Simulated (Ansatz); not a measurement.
Suppose BN takes space group C2/c (No. 15), with B on 4d and 4e; N on 8f. Recipe of this trial structure of BN: 4-connected net, two elements alternating.

Level of theory: Ansatz 0.2.0, DFT PBE, scalar-relativistic, plane waves, PAW. Cutoff 420 eV, Γ-centred mesh, Gaussian smearing, no spin polarisation.

Formation energies are uncorrected and refer to the elements' standard structures at the same level (N₂ as a molecule).

Question: Predict the relaxed structure.

Answer:

Space group C2/c (No. 15). a = 3.843 Å, b = 3.853 Å, c = 8.603 Å, α = 90.00°, β = 97.31°, γ = 90.00°
```json
{"atom": "B", "site": "4d", "symmetry": "-1", "x": "0.2500", "y": "0.2500", "z": "0.5000"}
{"atom": "B", "site": "4e", "symmetry": "2", "x": "0.5000", "y": "0.5529", "z": "0.7500"}
{"atom": "N", "site": "8f", "symmetry": "1", "x": "0.2802", "y": "0.2019", "z": "0.3485"}
```

B on a site of symmetry -1 is surrounded by 2 N at 1.34 Å; B on a site of symmetry 2 is surrounded by 4 N at 1.58–1.62 Å; around N lie 1 B at 1.34 Å and 2 B at 1.58–1.62 Å. Another local minimum with the same sites may exist.

Question: Where does its energy lie, and is it a metal?

Answer: The energy over the elements is −0.406 eV/atom. The gap on the 10×10×4 mesh of the 8-atom cell is 0.73 eV. A negative formation energy is needed for stability but isn't enough: competing phases decide.

The last run used Gaussian smearing of 0.02 eV. Kohn–Sham gaps at this level usually fall short of measured ones. Symmetry constrained the relaxation, so the result can be a saddle point.
